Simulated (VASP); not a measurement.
# Ta (I4/mmm) in VASP: a series of runs

One crystal, Ta, is run at these levels: PBE; tasks: single point.

Everything below comes from runs of VASP 6.6.1. Logs are shortened: lines on timing, memory, paths and dates and some standing lists are left out, and cuts for length are marked.

### Step 1. The structure

Symmetry: I4/mmm, No. 139, tetragonal system. The conventional cell has a = 3.707 Å, b = 3.707 Å, c = 2.621 Å, α = 90.00°, β = 90.00°, γ = 90.00°. Ta (site symmetry 4/mmm) is surrounded by 10 Ta at 2.62 to 2.93 Å.

This isn't the form of Ta at room conditions, which is bcc.

### Step 2. Single point, PBE

INCAR reads:

```
SYSTEM = Ta
PREC = Accurate
ENCUT = 520
EDIFF = 1E-6
ISMEAR = 0
SIGMA = 0.15
LREAL = .FALSE.
LASPH = .TRUE.
NELM = 80
ALGO = Fast
ISIF = 2
LWAVE = .FALSE.
LCHARG = .FALSE.
GGA = PE
NBANDS = 12
```

KPOINTS reads:

```
Automatic mesh
0
G
  22 22 22
  0 0 0
```

POSCAR reads:

```
Ta
1.0
   -1.8535924404      1.8535924404      1.3104898553
    1.8535924404     -1.8535924404      1.3104898553
    1.8535924404      1.8535924404     -1.3104898553
Ta
1
Direct
    0.0000000000      0.0000000000      0.0000000000
```

Potentials or basis: VASP PAW PBE potentials, release 64 (Ta_pv).

On the command line:

```bash
$ cat potpaw_PBE.64/Ta_pv/POTCAR > POTCAR
$ mpirun -np 1 vasp_std > vasp.out
```

OUTCAR:

```text
SYSTEM = Ta
   PREC = Accurate
   ENCUT = 520
   EDIFF = 1E-6
   ISMEAR = 0
   LREAL = .FALSE.
   LASPH = .TRUE.
   NELM = 80
   ISIF = 2
   GGA = PE

 ion  position               nearest neighbor table
   1  0.000  0.000  0.000-

  LATTYP: Found a body centered tetragonal cell.
 ALAT       =     3.7071848808
 C/A-ratio  =     0.7070000000

  Lattice vectors:

 A1 = (  -1.8535924404,   1.8535924404,   1.3104898553)
 A2 = (   1.8535924404,  -1.8535924404,   1.3104898553)
 A3 = (   1.8535924404,   1.8535924404,  -1.3104898553)

Analysis of symmetry for initial positions (statically):
=====================================================================
 Subroutine PRICEL returns:
 Original cell was already a primitive cell.

 Routine SETGRP: Setting up the symmetry group for a
 body centered tetragonal supercell.

 Subroutine GETGRP returns: Found 16 space group operations
 (whereof 16 operations were pure point group operations)
 out of a pool of 16 trial point group operations.

The static configuration has the point symmetry D_4h.

Analysis of symmetry for dynamics (positions and initial velocities):
=====================================================================
 Subroutine PRICEL returns:
 Original cell was already a primitive cell.

 Routine SETGRP: Setting up the symmetry group for a
 body centered tetragonal supercell.

 Subroutine GETGRP returns: Found 16 space group operations
 (whereof 16 operations were pure point group operations)
 out of a pool of 16 trial point group operations.

The dynamic configuration has the point symmetry D_4h.

 Subroutine INISYM returns: Found 16 space group operations
 (whereof 16 operations are pure point group operations),
 and found     1 'primitive' translations

----------------------------------------------------------------------------------------

                                     Primitive cell

  volume of cell :      18.0104

  direct lattice vectors                    reciprocal lattice vectors
    -1.853592440  1.853592440  1.310489855     0.000000000  0.269746460  0.381536719
     1.853592440 -1.853592440  1.310489855     0.269746460  0.000000000  0.381536719
     1.853592440  1.853592440 -1.310489855     0.269746460  0.269746460  0.000000000

  length of vectors
     2.930698472  2.930698472  2.930698472     0.467261620  0.467261620  0.381479103

  position of ions in fractional coordinates (direct lattice)
     0.000000000  0.000000000  0.000000000

  ion indices of the primitive-cell ions
   primitive index   ion index
                 1           1

----------------------------------------------------------------------------------------

 KPOINTS: Automatic mesh

Automatic generation of k-mesh.
 Grid dimensions read from file:
 generate k-points for:   22   22   22

 Generating k-lattice:

  Cartesian coordinates                     Fractional coordinates (reciprocal lattice)
     0.000000000  0.012261203  0.017342578     0.045454545 -0.000000000  0.000000000
     0.012261203  0.000000000  0.017342578    -0.000000000  0.045454545  0.000000000
     0.012261203  0.012261203  0.000000000     0.000000000  0.000000000  0.045454545

  Length of vectors
     0.021239165  0.021239165  0.017339959

  Shift w.r.t. Gamma in fractional coordinates (k-lattice)
     0.000000000  0.000000000  0.000000000

 Subroutine IBZKPT returns following result:
 ===========================================

 Found    834 irreducible k-points:

 Following reciprocal coordinates:
            Coordinates               Weight
  0.000000  0.000000  0.000000      1.000000
  0.045455 -0.000000  0.000000      8.000000
  0.090909 -0.000000  0.000000      8.000000
  0.136364  0.000000  0.000000      8.000000
  0.181818 -0.000000  0.000000      8.000000
  0.227273 -0.000000  0.000000      8.000000
[... 16 lines left out ...]
  0.500000  0.045455  0.000000     16.000000
 -0.454545  0.045455 -0.000000     16.000000
 [... further k-points ...]
   k-points           NKPTS =    834   k-points in BZ     NKDIM =    834   number of bands    NBANDS=     12
   number of dos      NEDOS =    301   number of ions     NIONS =      1
   total plane-waves  NPLWV =  13824
   dimension x,y,z NGX =    24 NGY =   24 NGZ =   24
   dimension x,y,z NGXF=    48 NGYF=   48 NGZF=   48
   ions per type =               1
   NGX,Y,Z   is equivalent  to a cutoff of  13.61, 13.61, 13.61 a.u.
   NGXF,Y,Z  is equivalent  to a cutoff of  27.23, 27.23, 27.23 a.u.
 SYSTEM =  Ta
   PREC   = accura    normal or accurate (medium, high low for compatibility)
   ISTART =      0    job   : 0-new  1-cont  2-samecut
   ICHARG =      2    charge: 1-file 2-atom 10-const
   ISPIN  =      1    spin polarized calculation?
   LNONCOLLINEAR =      F non collinear calculations
   LSORBIT =      F    spin-orbit coupling
   LASPH  =      T    aspherical Exc in radial PAW
   ENCUT  =  520.0 eV  38.22 Ry    6.18 a.u.   5.45  5.45  5.45*2*pi/ulx,y,z
   NELM   =     80;   NELMIN=  2; NELMDL= -5     # of ELM steps
   EDIFF  = 0.1E-05   stopping-criterion for ELM
   LREAL  =      F    real-space projection
   EDIFFG = 0.1E-04   stopping-criterion for IOM
   NSW    =      0    number of steps for IOM
   IBRION =     -1    ionic relax: 0-MD 1-quasi-New 2-CG
   NFREE  =      0    steps in history (QN), initial steepest desc. (CG)
   ISIF   =      2    stress and relaxation
   ISYM   =      2    0-nonsym 1-usesym 2-fastsym
   POTIM  = 0.5000    time-step for ionic-motion
   TEBEG  =    0.0;   TEEND  =   0.0 temperature during run
   PSTRESS=    0.0 pullay stress
   NELECT =      11.0000    total number of electrons
   NUPDOWN=      -1.0000    fix difference up-down
   EMIN   =  10.00;   EMAX   =-10.00  energy-range for DOS
   EFERMI =   0.00;   METHOD = LEGACY
   ISMEAR =     0;   SIGMA  =   0.15  broadening in eV -4-tet -1-fermi 0-gaus
   EFERMI_NEDOS =   21; number of points for ismear=-14 and -15
   IALGO  =     68    algorithm
   IMIX   =      4    mixing-type and parameters
     AMIX     =   0.40;   BMIX     =  1.00
     AMIX_MAG =   1.60;   BMIX_MAG =  1.00
  volume/ion in A,a.u.               =      18.01       121.54
  Fermi-wavevector in a.u.,A,eV,Ry     =   1.388988  2.624806 26.249534  1.929286
  Thomas-Fermi vector in A             =   2.513061
   LORBIT       =      0    0 simple, 1 ext, 2 COOP (PROOUT), +10 PAW based schemes
   GGA     = PE    functional components
   LHFCALC =     F    Hartree Fock is set to
   AEXX    =    0.0000 exact exchange contribution
   IVDW    =     0    specifies the selected vdW correction
   LEPSILON=     F    determine dielectric tensor
   LRPA    =     F    only Hartree local field effects (RPA)
 non-spin polarized calculation
 RMM-DIIS sequential band-by-band and
 Gauss-broadening in eV      SIGMA  =   0.15
  energy-cutoff  :      520.00
  volume of cell :       18.01
 maximum number of plane-waves:       499
 NGX is ok and might be reduce to    24

 number of electron      11.0000001 magnetization

 Free energy of the ion-electron system (eV)
  ---------------------------------------------------
  ext. energy  EPLUGINS =         0.00000000
  ---------------------------------------------------
  free energy    TOTEN  =       -11.39108828 eV

  energy without entropy =      -11.37534658  energy(sigma->0) =      -11.38321743

 E-fermi :   5.8096     XC(G=0): -12.5566

 val. band max:        5.8094427917   @ k =  -0.3636   0.3636   0.1818
 cond. band min:       5.8105544437   @ k =  -0.4091   0.3636   0.0000
 fundamental gap:      0.0011116520
 Fermi energy:         5.8096317574

 k-point     1 :       0.0000    0.0000    0.0000
  band No.  band energies     occupation
      1     -27.6501      2.00000
      2     -27.6501      2.00000
      3     -27.0008      2.00000
      4      -2.3618      2.00000
      5       3.8570      2.00000
      6       5.5156      1.99444
      7       9.2462      0.00000
      8       9.2462      0.00000
      9      11.3075      0.00000
     10      19.2039      0.00000
     11      19.2039      0.00000
     12      20.3283      0.00000

 k-point     2 :       0.0455   -0.0000    0.0000
  band No.  band energies     occupation
      1     -27.6565      2.00000
      2     -27.6548      2.00000
      3     -27.0425      2.00000
      4      -2.2476      2.00000
      5       3.9083      2.00000
      6       5.6070      1.94393
      7       9.0892      0.00000
      8       9.0996      0.00000
      9      11.2204      0.00000
     10      19.4777      0.00000
     11      19.4787      0.00000
     12      20.3284      0.00000

 k-point     3 :       0.0909   -0.0000    0.0000
  band No.  band energies     occupation
      1     -27.6771      2.00000
      2     -27.6686      2.00000
      3     -27.1607      2.00000
      4      -1.9141      2.00000
      5       4.0478      2.00000
      6       5.8653      0.59937
      7       8.6815      0.00000
      8       8.7310      0.00000
      9      11.0012      0.00000
     10      20.1648      0.00000
     11      20.2342      0.00000
     12      20.3329      0.00000
[... 286 lines left out ...]
 k-point    23 :       0.5000    0.0455    0.0000
  band No.  band energies     occupation
      1     -28.9477      2.00000
      2     -27.8833      2.00000
      3     -27.7849      2.00000
      4       1.3629      2.00000
      5       2.9837      2.00000
      6       8.3374      0.00000
      7       8.9342      0.00000
      8      12.0935      0.00000
      9      12.8592      0.00000
     10      17.4115      0.00000
     11      19.4768      0.00000
     12      20.0602      0.00000

 k-point    24 :      -0.4545    0.0455   -0.0000
  band No.  band energies     occupation
      1     -28.8554      2.00000
      2     -27.8806      2.00000
      3     -27.7751      2.00000
      4       1.3948      2.00000
      5       3.1221      2.00000
      6       7.8533      0.00000
      7       8.9617      0.00000
      8      11.5625      0.00000
      9      12.4739      0.00000
     10      17.0146      0.00000
     11      20.1732      0.00000
     12      21.2175      0.00000

 [... further k-points ...]
[... 5 lines left out ...]
  --------------------------------------------------------------------------------------
  -------------------------------------------------------------------------------------
  Total        0.3662297      0.3662297      3.1497332      0.0000000      0.0000000      0.0000000
  in kB       32.5793153     32.5793153    280.1961679      0.0000000      0.0000000      0.0000000
  external PRESSURE =     115.1182662 kB  Pullay stress =       0.0000000 kB

 VOLUME and BASIS-vectors are now :
 -----------------------------------------------------------------------------
  energy-cutoff  :      520.00
  volume of cell :       18.01
      direct lattice vectors                 reciprocal lattice vectors
    -1.853592440  1.853592440  1.310489855     0.000000000  0.269746460  0.381536719
     1.853592440 -1.853592440  1.310489855     0.269746460  0.000000000  0.381536719
     1.853592440  1.853592440 -1.310489855     0.269746460  0.269746460  0.000000000

 POSITION                                       TOTAL-FORCE (eV/Angst)
 -----------------------------------------------------------------------------------
      0.00000      0.00000      0.00000         0.000000     -0.000000     -0.000000
 -----------------------------------------------------------------------------------
    total drift:                               -0.000000      0.000000      0.000000

  FREE ENERGIE OF THE ION-ELECTRON SYSTEM (eV)
  ---------------------------------------------------
  free  energy   TOTEN  =       -11.3910882844 eV

  energy  without entropy=      -11.3753465764  energy(sigma->0) =      -11.38321743
```

Wall time 1.7 min (1 thread of AMD EPYC 9R45 (Zen 5), shared host); peak memory 0.25 GiB.

What came out:

* Free energy: -11.3911 eV
* Pressure: 11.5 GPa
* Band gap on the k mesh: none (metal or under the smearing width)

Stress tensor (GPa, compression positive):
```
 3.26  0.00  0.00
 0.00  3.26  0.00
 0.00  0.00 28.02
```

Spin-orbit coupling is left out, which matters for the levels of Ta.

### Step 3. Single point, PBE

This run uses another cell than the first one, of the same volume but with other edges.

INCAR reads:

```
  PREC = Accurate
  ENCUT = 520
  EDIFF = 1E-6
  ISMEAR = 0
  SIGMA = 0.15
  LREAL = False
  LASPH = True
  NELM = 60
  ALGO = Fast
  ISIF = 2
  LWAVE = False
  LCHARG = True
  GGA = PE
  LELF = True
  LVHAR = True
  NBANDS = 12
```

KPOINTS reads:

```
Automatic mesh
0
Gamma
  22 22 22
```

POSCAR reads:

```
Ta
1.0
   -1.6978192176      1.6978192176      1.5619936802
    1.6978192176     -1.6978192176      1.5619936802
    1.6978192176      1.6978192176     -1.5619936802
Ta
1
Direct
    0.0000000000      0.0000000000      0.0000000000
```

Potentials or basis: VASP PAW PBE potentials, release 64 (Ta_pv).

On the command line:

```bash
$ cat potpaw_PBE.64/Ta_pv/POTCAR > POTCAR
$ mpirun -np 1 vasp_std > vasp.out
```

Wall time 1.8 min (1 thread of AMD EPYC 9R45 (Zen 5), shared host); peak memory 0.25 GiB.

It converged, with:

```yaml
Free_energy: -11.7914 eV
Pressure: 3.7 GPa
Band_gap_on_the_k_mesh: none (metal or under the smearing width)
```

Stress tensor (GPa, compression positive):
```
1.38 0.00 0.00
0.00 1.38 0.00
0.00 0.00 8.33
```

Levels at points of the mesh, in eV from the Fermi level:
```
           k point  band 1  band 2  band 3  band 4  band 5  band 6  band 7  band 8  band 9  band 10
(0.00, 0.00, 0.00)  -33.10  -33.10  -33.08   -7.94    0.04    1.15    1.15    3.15    4.68    14.53
(0.50, 0.00, 0.00)  -34.26  -33.49  -33.14   -4.38   -1.89    1.80    3.91    5.62    7.75    11.80
(0.50, 0.50, 0.00)  -34.28  -33.40  -33.06   -4.45   -0.76    1.17    2.90    4.43    7.61    11.36
(0.50, 0.50, 0.50)  -33.97  -33.97  -33.76   -3.94   -3.72    6.73    6.73    7.07    7.92     7.92
```

Spin-orbit coupling is left out, which matters for the levels of Ta.

### Step 4. Single point, PBE

INCAR reads:

```
SYSTEM = Ta
ALGO = Fast ; EDIFF = 1E-7
ENCUT = 520 ; GGA = PE
ISIF = 2 ; ISMEAR = 0
LASPH = .TRUE. ; LCHARG = .TRUE.
LELF = .TRUE. ; LREAL = .FALSE.
LVHAR = .TRUE. ; LWAVE = .FALSE.
NBANDS = 12 ; NELM = 80
PREC = Accurate ; SIGMA = 0.15
```

KPOINTS reads:

```
k-points
0
G
  22 22 22
  0 0 0
```

POSCAR reads:

```
Ta
1.0
   -1.7938626462      1.7938626462      1.3992128641
    1.7938626462     -1.7938626462      1.3992128641
    1.7938626462      1.7938626462     -1.3992128641
Ta
1
Direct
    0.0000000000      0.0000000000      0.0000000000
```

On the command line:

```bash
$ cat potpaw_PBE.64/Ta_pv/POTCAR > POTCAR
$ mpirun -np 1 vasp_std > vasp.out
```

Wall time 2.1 min (1 thread of AMD EPYC 9R45 (Zen 5), shared host); peak memory 0.25 GiB.

Results (log left out):

* Free energy: -11.6045 eV
* Pressure: 8.4 GPa
* Band gap on the k mesh: none (metal or under the smearing width)

Stress tensor (GPa, compression positive):
```
-0.97  0.00  0.00
 0.00 -0.97  0.00
 0.00  0.00 27.30
```

Levels at points of the mesh, in eV from the Fermi level:
```
           k point  band 2  band 3  band 4  band 5  band 6  band 7  band 8  band 9
(0.00, 0.00, 0.00)  -33.45  -33.18   -8.21   -1.39    0.88    2.25    2.25    5.33
(0.50, 0.00, 0.00)  -33.78  -33.58   -4.58   -2.66    2.22    3.20    6.82    7.05
(0.50, 0.50, 0.00)  -33.38  -33.37   -4.87    0.19    0.72    0.98    3.24    7.20
(0.50, 0.50, 0.50)  -34.34  -33.61   -4.38   -3.92    6.32    6.32    6.56    6.56
```
